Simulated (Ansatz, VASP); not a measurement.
# BAs: VASP beside Ansatz, part 2 of 2

One calculation is typed for both programs; each brings its own data sets. How far apart do they land? The cell is taken from a series of runs on this material, whose earlier steps may have relaxed, scaled, displaced or heated it; both programs get it as it stands.

VASP 6.6.1 and Ansatz 0.2.0.

So far: Set-up; VASP: zone-centre phonons, LDA.

## 3. Ansatz: zone-centre phonons, LDA

Level of this step: Ansatz beside VASP: Kohn-Sham DFT, plane waves, LDA (Ansatz).

Ansatz runs on its PAW soft_1 files.

The same cell, functional (in two slightly different forms) and mesh now go to Ansatz, which takes its cutoff from its data sets.

input.yaml reads:

```yaml
crystal:
  lattice:
    - [0.0, 2.4131475627, 2.3410919966]
    - [2.4131475627, 0.0, 2.3410919966]
    - [2.4131475627, 2.4131475627, 0.0]
  atoms:
    - { symbol: B, position: [0.0, 0.0, 0.0] }
    - { symbol: As, position: [0.75, 0.75, 0.75] }
kpoints:
  mp_grid: { grid: [12, 12, 12] }
hamiltonian:
  xc: lda
  pseudopotentials: { kind: paw, azcp: { folder: soft_1 }, xc_functional: pbe }
scf:
  occupations: { method: fixed }
output:
  eigenvalues: true
phonons:
  method: dfpt
  dielectric: true
  rigid_motions: translations
```

Run with:

```bash
$ ansatz run input.yaml --threads 4 --pin off --max-ram 10240MiB --backend cpu --events-out ev --progress --plain --runs-dir out
```

Numbers of over 12 decimals in the logs are rounded to 6 here.

Log:

```text
Engine: ansatz 0.2.0, x86_64-unknown-linux-gnu
Pseudopotentials: kind: paw
Pseudopotential: B, paw, valence charge 3, recommended cutoff 420 eV (normal), soft_1/B.paw.azcp
Pseudopotential: As, paw, valence charge 15, recommended cutoff 420 eV (normal), soft_1/As.paw.azcp
Functional definition: SPW92
  exchange = slater_x
  correlation = pw_c
Crystal: 2 atoms, lattice volume = 27.266 Å³
Basis set: ecut = 420 eV, 535 PW (Γ), exchange–correlation on 48×48×48 points (8 copies of the dense FFT grid, shifted against one another)
Bands: 13, of which v1, the nominal top of the filled ones, is band 9 counted from 1 (8 counted from 0)
Symmetry: 8 space group operations
k-points: 868 of 1728 (irreducible under 1 space group operation, time reversal used)
Non-local potential: B, projectors of the file, l = 0: 2, l = 1: 2, l = 2: 1
Non-local potential: As, projectors of the file, l = 0: 2, l = 1: 2, l = 2: 3, l = 3: 1
PAW form: soft (Blöchl's): semilocal exchange-correlation on the pseudo side does not see the compensation charge
PAW frozen core: B, regenerated for the run's functional, and the local potential with it (the file was generated under x = pbe(κ = 0.804, μ = 0.219515), c = pbe(β = 0.066725))
PAW frozen core: As, regenerated for the run's functional, and the local potential with it (the file was generated under x = pbe(κ = 0.804, μ = 0.219515), c = pbe(β = 0.066725))
PAW one-centre angular grid: B, 110 points (default); XC on 64 Gauss nodes
PAW one-centre angular grid: As, 590 points (default); XC on 64 Gauss nodes
Initial density: superposition of atomic densities (chi_scale 0.1, normalization cell, long waves kept (reshape's long-wave potential 0.00 eV rms))
Initial wavefunctions: pseudopotential atomic-orbital guess
Functional: x = slater, c = lda
SCF iter   1: F=—  HF=-4924.163215 eV  |F-HF|=—  |Δ(HF+E_count)|=         —  Δρ=7.48e-2  dr2=1.97e0  ethr=3.10e-3  ⟨swp⟩=4.3  Hψ=57454  notcnv=0  defer=1091
preconditioner: auto → none  [insulator: Δε(μ)=1.336 eV  Ē_g=12.414 eV  n_scr=8 (ndim 8)  ℏωp=20.1 eV  f_vac=0.000  ε∞_Penn≈3.6]
SCF iter   2: F=—  HF=-4923.561841 eV  |F-HF|=—  |Δ(HF+E_count)|=   6.01e-1  Δρ=2.48e-2  dr2=1.50e-1  ethr=3.10e-3  ⟨swp⟩=2.3  Hψ=24173  notcnv=0  defer=1169
SCF iter   3: F=—  HF=-4923.519496 eV  |F-HF|=—  |Δ(HF+E_count)|=   4.23e-2  Δρ=1.00e-2  dr2=1.89e-2  ethr=8.31e-4  ⟨swp⟩=2.1  Hψ=16081  notcnv=0  defer=1680
SCF iter   4: F=—  HF=-4923.515978 eV  |F-HF|=—  |Δ(HF+E_count)|=   3.52e-3  Δρ=4.28e-3  dr2=3.89e-3  ethr=1.05e-4  ⟨swp⟩=2.7  Hψ=20004  notcnv=0  defer=1716
SCF iter   5: F=—  HF=-4923.514728 eV  |F-HF|=—  |Δ(HF+E_count)|=   1.25e-3  Δρ=1.04e-3  dr2=1.94e-4  ethr=2.16e-5  ⟨swp⟩=3.1  Hψ=20667  notcnv=0  defer=1734
SCF iter   6: F=—  HF=-4923.514695 eV  |F-HF|=—  |Δ(HF+E_count)|=   3.39e-5  Δρ=1.25e-4  dr2=2.33e-6  ethr=1.08e-6  ⟨swp⟩=3.0  Hψ=20804  notcnv=0  defer=1732
SCF iter   7: F=—  HF=-4923.514695 eV  |F-HF|=—  |Δ(HF+E_count)|=   5.06e-7  Δρ=6.88e-6  dr2=7.59e-9  ethr=1.29e-8  ⟨swp⟩=2.0  Hψ=14749  notcnv=0  defer=6
SCF iter   8: F=—  HF=-4923.514695 eV  |F-HF|=—  |Δ(HF+E_count)|=   1.02e-7  Δρ=3.39e-7  dr2=1.43e-11  ethr=1.00e-12  ⟨swp⟩=5.5  Hψ=64732  notcnv=0
SCF iter   9: F=-4923.514695 eV  HF=-4923.514695 eV  |F-HF|=0.00e0  |Δ(HF+E_count)|=  8.19e-12  Δρ=1.99e-8  dr2=6.03e-14  ethr=1.00e-12  ⟨swp⟩=4.0  Hψ=48976  notcnv=0
SCF 1 converged in 9 iterations: F = -4923.514695 eV  dr2 = 6.03e-14
  greatest PAW one-centre occupation: 0.999 electrons in one spin orbital (limit 2), on the As atom at site 1 (counted from 0), in its partial waves of l = 2
NSCF: frozen V_eff on 13 k-points
DFPT response loops at Γ: preconditioner auto → none (the input reference at scf.mixing.eps_inf says where Resta's filter doesn't serve); β = 0.50; Broyden in place of MSR1
── the response to a field inside a basis, on 12×12×12 k-points: an SCF that follows is theirs, and a resumed run solves both again ──
Bands: 10, of which v1, the nominal top of the filled ones, is band 9 counted from 1 (8 counted from 0)
k-points: 468 of 1728 (irreducible under 2 space group operations, time reversal used)
Initial density: handed on by an earlier stage of this run
Initial wavefunctions: pseudopotential atomic-orbital guess (no wavefunctions were taken with the density)
Eigensolver: Dense (468 Hₖ)
SCF iter   1: F=—  HF=-4923.514626 eV  |F-HF|=—  |Δ(HF+E_count)|=         —  Δρ=1.39e-4  dr2=1.28e-6  ethr=1.00e-1
preconditioner: auto → none  [insulator: Δε(μ)=0.890 eV  Ē_g=9.617 eV  n_scr=8 (ndim 8)  ℏωp=20.1 eV  f_vac=0.000  ε∞_Penn≈5.4]
SCF iter   2: F=—  HF=-4923.514626 eV  |F-HF|=—  |Δ(HF+E_count)|=   2.27e-8  Δρ=7.45e-5  dr2=4.21e-7  ethr=7.09e-9
SCF iter   3: F=-4923.514626 eV  HF=-4923.514626 eV  |F-HF|=4.68e-8  |Δ(HF+E_count)|=   1.53e-7  Δρ=1.51e-5  dr2=3.74e-8  ethr=2.34e-9
SCF 1 converged in 3 iterations: F = -4923.514626 eV  dr2 = 3.74e-8
DFPT response loops at Γ: mixed as the last ones told, above
SCF converged after 9 iterations
Free energy (F): -4923.514695 eV
Harris-Foulkes:  -4923.514695 eV  (|F-HF|=0.00e0)
Internal energy: -4923.514695 eV  (E = F + TS)
E sigma→0 (E₀):  -4923.514695 eV
Fermi energy:    10.595221 eV
--- Per-component energies (eV) ---
  E_band       = -224.143050
  E_kinetic    = 147.261977
  E_local      = -1962.132042  (includes V_loc(G=0)·N_el)
  E_nonlocal   = -380.048945
  E_hartree    = 1103.137601
  E_xc         = -102.979287
  E_vxc        = -112.726210  (∫ρ·V_xc dr)
  E_paw        = -2005.287861  (= ΣΔE_a)
  E_vpaw       = -122.773035  (= ΣTr[D̂ρ^β])
  E_aug_tail   = -0.000002  (compensation charges beyond the density's cutoff)
  E_ewald      = -1725.587199
  E_core_change = 2.121063  (= ΣΔE_core)
  E_smearing   = -0.000000  (= −TS)
  E_closure    = -0.000000  (closes the sum)
  Σ components = -4923.514695   (vs F -4923.514695, Δ=0.00e0)
--- Band table (eV; the first three rows and the last of 868) ---
  k-point 0: bands = [... 5 lower, -4.9779, 10.3121, 10.3121, 10.5952, 13.5341, 13.7293, 13.7293, 15.0344]
  k-point 1: bands = [... 5 lower, -4.8642, 9.3607, 10.0890, 10.3009, 13.7150, 13.9678, 14.0085, 15.6707]
  k-point 2: bands = [... 5 lower, -4.5272, 7.4603, 9.6123, 9.8458, 13.6331, 14.5352, 14.5769, 16.9938]
  k-point 867: bands = [... 5 lower, -2.1330, 1.6695, 8.4189, 8.7672, 13.0259, 15.0443, 15.3478, 19.1355]
--- Phonons (Γ-DFPT): 4 representative perturbations + reference, on 868 of 1728 k-points (Σ response iterations 12) ---
  k mesh reduced under 1 symmetry operation, with k and −k counted as one. Each operation leaves every solved perturbation unchanged. A smaller set is not considered because the run solves the response to a homogeneous field
  ASR residual: 5.239e-6 → 0.000e0 eV/Å²; symmetrization residual: 2.914e-6 eV/Å²
  ASR residual per site (eV/Å²): 5.24e-6 1.78e-6
  Γ frequencies (cm⁻¹): 0.00 0.00 0.00 677.87 677.87 680.37
  ε∞ (high-frequency dielectric tensor):
        9.970732    -0.000000    -0.000000
       -0.000000     9.970732    -0.000000
       -0.000000    -0.000000     9.456916
  ε⁰ (static dielectric tensor: ions relaxed, cell fixed):
       10.050243    -0.000000    -0.000000
       -0.000000    10.050243    -0.000000
       -0.000000    -0.000000     9.553312
  ε⁰ − ε∞ (ionic part):
        0.079511    -0.000000     0.000000
       -0.000000     0.079511    -0.000000
        0.000000    -0.000000     0.096395
  softest optical mode at Γ: 677.87 cm⁻¹; the repairs (sum rule, projections) moved no ω² at Γ by more than (0.76 cm⁻¹)²
  Born effective charges Z* (e; rows j = field, columns β = displacement):
    site 0:
        -0.43732    0.00000   -0.00000
         0.00000   -0.43732    0.00000
        -0.00000   -0.00000   -0.48330
    site 1:
         0.43732   -0.00000    0.00000
        -0.00000    0.43732   -0.00000
         0.00000    0.00000    0.48330
  Z* charge neutrality: 3.409e-4 e pre-enforcement
  solved inside a basis spanned on kpoints, on 12×12×12 k-points, its susceptibility summed on 16×16×16: ε∞ is read to err by 2.8e-2, Z* by 1.6e-2 e (field_mesh: kpoints solves on kpoints); Z* is corrected for what the basis lacks
  optical modes at Γ without the LO–TO term, one row a degenerate level:
      ω (cm⁻¹)  modes    IR ((D/Å)²/amu)
        677.87      2             0.9341
        680.37      1             0.5704
  optical modes at Γ + LO–TO along q̂ = [1.0000, 0.0000, 0.0000]:
      ω (cm⁻¹)  modes    IR ((D/Å)²/amu)
        677.87      1             0.4671
        680.37      1             0.5704
        680.57      1             0.4671
  optical modes at Γ + LO–TO along q̂ = [0.0000, 1.0000, 0.0000]:
      ω (cm⁻¹)  modes    IR ((D/Å)²/amu)
        677.87      1             0.4671
        680.37      1             0.5704
        680.57      1             0.4671
  optical modes at Γ + LO–TO along q̂ = [0.0000, 0.0000, 1.0000]:
      ω (cm⁻¹)  modes    IR ((D/Å)²/amu)
        677.87      2             0.9341
        683.83      1             0.5704
```

In the SCF lines HF is the Harris–Foulkes energy and dr2 the Hartree energy of the density residual, in eV; the loop may stop once dr2 is under the threshold and the program's other checks hold. Hψ counts applications of the Hamiltonian.

## 4. Differences

Known differences besides the potentials themselves: the two LDA forms differ slightly; fixed occupations in Ansatz, narrow Gaussian smearing in VASP; VASP's response is taken on the typed mesh, Ansatz refines its own for the field response alone; the data sets hold 18 valence electrons in Ansatz (on its PAW soft_1 files) and 8 in VASP; the cutoff is 420 eV in Ansatz and 500 eV in VASP; VASP's log shows a relativistic correction to its local exchange, Ansatz's none. Total energies have different zeros and are not compared.

Compared:

```
                                     quantity  Ansatz   VASP  difference
                                        ε∞ xx    9.97   9.96     +0.08 %
                                        ε∞ yy    9.97   9.96     +0.08 %
                                        ε∞ zz    9.46   9.45     +0.05 %
 Born charge of B1 (mean of the diagonal) (e)   -0.45  -0.49       +0.04
Born charge of As2 (mean of the diagonal) (e)    0.45   0.49       -0.04
                   optical mode 1 to 2 (cm⁻¹)   677.9  682.9     -0.74 %
                        optical mode 3 (cm⁻¹)   680.4  684.9     -0.67 %
```

Modes are paired by rising frequency, not by their patterns, so a pair may set unlike modes beside each other; they are those without the splitting of longitudinal modes.

## 5. What came out

| Property | Result |
| --- | --- |
| r.m.s. difference of the optical zone-centre modes, each program's sorted by frequency (zone-centre phonons, LDA) | 4.9 cm⁻¹ |
| difference in optical mode 1 to 2 (zone-centre phonons, LDA) | -0.7 % |

In words: The r.m.s. difference of the optical zone-centre modes, each program's sorted by frequency is 4.9 cm⁻¹ (zone-centre phonons, LDA). The data sets hold unlike numbers of valence electrons (18 in Ansatz and 8 in VASP), so part of the differences comes from the potentials. Among the rows given in per cent, the largest difference of the zone-centre phonons, LDA pair is in optical mode 1 to 2, -0.7 %. Such differences can come from data sets, numerical settings and the points named under the comparisons, not from the functional's error against experiment.

[Lines on the potential files, build, host, timing and source positions are cut from VASP's logs without a mark.]

[Logs are printed without paths, hosts, clocks, repeated set-up lines and the standing remarks that a program may print on its own settings, such as how far it seeks lower states.]

[Hosts, paths, dates, database ids (printed as entryN), source tags and the programs' standing remarks are cut or masked in the printed files.]
